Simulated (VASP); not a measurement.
**ZnCu2SnS4: relaxation of cell and atoms with PBE**

The system is ZnCu2SnS4.

```xyz
8
Lattice="-2.7171 2.7171 5.4248 2.7171 -2.7171 5.4248 2.7171 2.7171 -5.4248" Properties=species:S:1:pos:R:3 pbc="T T T"
Zn    2.7171    0.0000    2.7124
Cu    0.0000    0.0000    0.0000
Cu    0.0000    2.7171    2.7124
Sn    0.0000    0.0000    5.4248
S     4.1093    1.3227    1.3910
S     1.3227    1.3249   -1.3910
S    -1.3922    1.3944    6.8158
S     1.3944    1.3922    4.0338
```

- Program: VASP 6.6.1
- Task: relaxation of cell and atoms
- Functional: PBE
- Potentials or basis: VASP PAW PBE potentials, release 64 (Zn, Cu, Sn_d, S)
- Cutoff: 600 eV
- k mesh: 8 × 8 × 8
- Occupations: gaussian, width 0.02 eV
- Spin: no spin polarisation
- Further INCAR settings: ALGO = Fast; EDIFF = 1e-07; IBRION = 2; EDIFFG = -0.004; NSW = 80; ISIF = 3

The relaxed volume is 20.47 Å³/atom and the relaxed cell is a = 6.697 Å, b = 6.697 Å, c = 6.697 Å, α = 131.76°, β = 131.76°, γ = 70.61°. The space group after relaxing (to 0.05 Å) is I-4 (No. 82), the energy gained by relaxing is 10.2 meV/atom and the ionic steps are 8. The pressure after relaxing is 0.0 GPa, the largest force after relaxing is 0.003 eV/Å and the band gap on the k mesh is 0.08 eV, direct.

Forces in eV/Å, atoms in the order of the input:
```
Zn   0.000  0.000  0.000
Cu   0.000  0.000  0.000
Cu   0.000  0.000  0.000
Sn   0.000  0.000  0.000
S   -0.002  0.001 -0.002
S    0.001  0.002  0.002
S    0.002 -0.001 -0.002
S   -0.001 -0.002  0.002
```

The path:
```csv
step,energy change (eV),largest force (eV/Å),pressure (GPa),volume (Å³)
1,0.0000,0.5794,2.15,160.20
2,-0.0627,0.1964,-0.94,166.50
3,-0.0637,0.2318,-0.63,165.77
4,-0.0769,0.1217,-0.29,164.64
5,-0.0812,0.0206,0.08,163.56
6,-0.0814,0.0105,-0.03,163.79
7,-0.0814,0.0102,-0.03,163.81
8,-0.0814,0.0032,-0.01,163.75
```

Final structure:
```yaml
crystal:
  lattice:
    - [-2.73684, 2.73684, 5.46556]
    - [2.73684, -2.73684, 5.46556]
    - [2.73684, 2.73684, -5.46556]
  atoms:
    - { symbol: Zn, position: [0.25000, 0.75000, 0.50000] }
    - { symbol: Cu, position: [0.00000, 0.00000, 0.00000] }
    - { symbol: Cu, position: [0.75000, 0.25000, 0.50000] }
    - { symbol: Sn, position: [0.50000, 0.50000, 0.00000] }
    - { symbol: S, position: [0.37128, 0.89496, 0.00771] }
    - { symbol: S, position: [0.10504, 0.11274, 0.47632] }
    - { symbol: S, position: [0.88726, 0.36357, 0.99229] }
    - { symbol: S, position: [0.63643, 0.62872, 0.52368] }
```

Levels at points of the mesh, in eV from the valence-band top:
| k point | band 34 | band 35 | band 36 | band 37 | band 38 | band 39 |
| --- | --- | --- | --- | --- | --- | --- |
| (0.00, 0.00, 0.00) | -0.06 | -0.06 | 0.00 | 0.08 | 1.97 | 2.68 |
| (0.50, 0.00, 0.00) | -1.08 | -0.99 | -0.49 | 1.45 | 3.05 | 3.23 |
| (0.50, 0.50, 0.00) | -0.69 | -0.49 | -0.39 | 0.51 | 2.23 | 3.05 |
| (0.50, 0.50, 0.50) | -1.09 | -0.83 | -0.83 | 1.17 | 2.02 | 2.02 |

It took 71 min on 1 thread of Intel(R) Xeon(R) 6975P-C (Granite Rapids) (shared host), peak memory 0.88 GiB.

Caveat: spin-orbit coupling is left out, which moves the levels of the heavy elements. A k mesh can miss the band edges.
